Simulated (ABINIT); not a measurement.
Here is an ABINIT 10.8.3 (patched build) calculation.

The input run.abi:

```
pp_dirpath "./"
pseudos "Sb.upf"

acell 3*1.0
rprim
     4.1378728428     2.3890019902     7.3179671388
    -4.1378728428     2.3890019902     7.3179671388
     0.0000000000    -4.7780039992     7.3179671388
ntypat 1
znucl 51
natom 2
typat 1 1
xred
     0.7684960600     0.7684960600     0.7684960600
     0.2315039400     0.2315039400     0.2315039400
chkprim 0
chksymtnons 0
tolsym 1.0e-6

ecut 40.0

kptopt 1
ngkpt 6 6 6
nshiftk 1
shiftk 0.0 0.0 0.0

ixc 11

nband 19
occopt 3
tsmear 0.05 eV

nstep 100
tolvrs 1.0e-10

iomode 3
prtwf 0
prtden 0
prteig 0
prtebands 0
enunit 1
prtvol 2
```

Potentials or basis: PseudoDojo NC SR PBE v0.4.1 standard.

Command:

```console
$ mpirun --bind-to none -np 4 abinit run.abi > log 2>&1
```

(1) Estimate the band gap on the k mesh.

(2) Predict the pressure.

## Answers

(1) none (metal or under the smearing width).

(2) -0.1 GPa.
